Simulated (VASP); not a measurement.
Wanted: the native input for a VASP 6.6.1 run.

```yaml
Task: density of states
Functional: PBE
Potentials_or_basis: VASP PAW PBE potentials, release 64 (Sn_d, Se)
Cutoff: 520 eV
k_mesh: 11 × 11 × 6
Occupations: fermi-dirac, width 0.05 eV
Spin: no spin polarisation
Dipole_correction: no
k_mesh_for_the_DOS: 17 × 17 × 9
Occupations_for_the_DOS: tetrahedron
Further_INCAR_settings: ALGO = Fast; EDIFF = 1e-07
```

The system is SnSe2.

```xyz
3
Lattice="3.8716 0.0000 0.0000 -1.9358 3.3529 0.0000 0.0000 0.0000 6.9936" Properties=species:S:1:pos:R:3 pbc="T T T"
Sn    0.0000    0.0000    0.0000
Se    0.0000    2.2353    1.5946
Se    1.9358    1.1176    5.3990
```

The cell was relaxed by an earlier calculation.

One way to write it, as run:

POSCAR

```
SnSe2
1.0
    3.8716464154      0.0000000000      0.0000000000
   -1.9358232077      3.3529441503      0.0000000000
    0.0000000000      0.0000000000      6.9936419197
Sn Se
1 2
Direct
    0.0000000000      0.0000000000      0.0000000000
    0.3333333333      0.6666666667      0.2280098535
    0.6666666667      0.3333333333      0.7719901465
```

INCAR.step1

```
SYSTEM = SnSe2
ALGO     = Fast           ! electronic algorithm
EDIFF    = 1E-7           ! SCF threshold, eV
ENCUT    = 520            ! plane-wave cutoff, eV
GGA      = PE             ! functional
ISIF     = 2              ! what is computed and relaxed
ISMEAR   = -1             ! smearing method
LASPH    = .TRUE.         ! aspherical terms in the spheres
LCHARG   = .TRUE.         ! write CHGCAR
LREAL    = .FALSE.        ! projectors in reciprocal space
LWAVE    = .FALSE.        ! write WAVECAR
NBANDS   = 20             ! bands
NELM     = 100            ! most SCF steps
PREC     = Accurate       ! precision mode
SIGMA    = 0.05           ! smearing width, eV
```

KPOINTS.step1

```
k-points
0
G
  11 11 6
  0 0 0
```

INCAR.step2

```
SYSTEM = SnSe2
ALGO     = Fast           ! electronic algorithm
EDIFF    = 1E-7           ! SCF threshold, eV
ENCUT    = 520            ! plane-wave cutoff, eV
GGA      = PE             ! functional
ICHARG   = 11             ! starting density
ISIF     = 2              ! what is computed and relaxed
ISMEAR   = -5             ! smearing method
LASPH    = .TRUE.         ! aspherical terms in the spheres
LCHARG   = .FALSE.        ! write CHGCAR
LORBIT   = 10             ! projections on sites
LREAL    = .FALSE.        ! projectors in reciprocal space
LWAVE    = .FALSE.        ! write WAVECAR
NEDOS    = 2001           ! points of the DOS
NELM     = 100            ! most SCF steps
PREC     = Accurate       ! precision mode
SIGMA    = 0.05           ! smearing width, eV
```

KPOINTS.step2

```
k-points
0
G
  17 17 9
  0 0 0
```

Potentials or basis: VASP PAW PBE potentials, release 64 (Sn_d, Se).

Command:

```console
$ cat potpaw_PBE.64/Sn_d/POTCAR potpaw_PBE.64/Se/POTCAR > POTCAR
$ cp INCAR.step1 INCAR
$ cp KPOINTS.step1 KPOINTS
$ mpirun -np 1 vasp_std > vasp.out
$ cp INCAR.step2 INCAR
$ cp KPOINTS.step2 KPOINTS
$ mpirun -np 1 vasp_std > vasp.out
```

It gave:

| Quantity | Value |
| --- | --- |
| Valence electrons inside the program's atomic spheres | Sn 12.13; Se 3.80 |

It took 3.5 min on 1 thread of Intel(R) Xeon(R) 6975P-C (Granite Rapids), on a shared host, peak memory 0.52 GiB.
